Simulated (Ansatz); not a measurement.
# Se (bcc type): the cost of one run

Computed with Ansatz 0.2.0 (DFT, PBE, all-electron LAPW, scalar-relativistic, unless a step's input says otherwise).

**1. The structure to begin with**

It takes space group Im-3m (No. 229, cubic). Conventional cell: a = 2.744 Å, b = 2.744 Å, c = 2.744 Å, α = 90.00°, β = 90.00°, γ = 90.00°. Se (site symmetry m-3m) has 8 Se at 2.38 Å as nearest neighbours.

Coordinates:

```cif
data_structure
_symmetry_space_group_name_H-M 'P 1'
_symmetry_Int_Tables_number 1
_cell_length_a 2.3760
_cell_length_b 2.3760
_cell_length_c 2.3760
_cell_angle_alpha 109.471
_cell_angle_beta 109.471
_cell_angle_gamma 109.471
_cell_volume 10.33
loop_
_atom_site_label
_atom_site_type_symbol
_atom_site_fract_x
_atom_site_fract_y
_atom_site_fract_z
_atom_site_occupancy
Se1 Se 0.00000 0.00000 0.00000 1
```

**2. Bcc relaxed under pressure, LAPW**

Input file input.yaml:

```yaml
crystal:
  lattice:
    - [-1.3717904765, 1.3717904765, 1.3717904765]
    - [1.3717904765, -1.3717904765, 1.3717904765]
    - [1.3717904765, 1.3717904765, -1.3717904765]
  atoms:
    - { symbol: Se, position: [0.0, 0.0, 0.0] }
kpoints:
  mp_grid: { grid: [19, 19, 19] }
scf:
  occupations: { method: fermi_dirac, width: 0.1 }
hamiltonian:
  xc: pbe
  pseudopotentials: { kind: all_electron, lapw: { basis_error: 0.0005 } }
output:
  forces: true
  stress: true
  eigenvalues: true
relax:
  f_tol: 0.005
  max_steps: 12
  cell: { p_target: 220.0, stress_tol: 0.11 }
```

Launch:

```console
ansatz run input.yaml --threads 1 --pin off --max-ram 3584MiB --backend cpu --events-out ev --progress --plain --runs-dir out
```

What time and memory should one allow on 1 thread of Intel Xeon 6975P-C (Granite Rapids), shared host?

About 12 s, with a peak of 0.41 GiB.
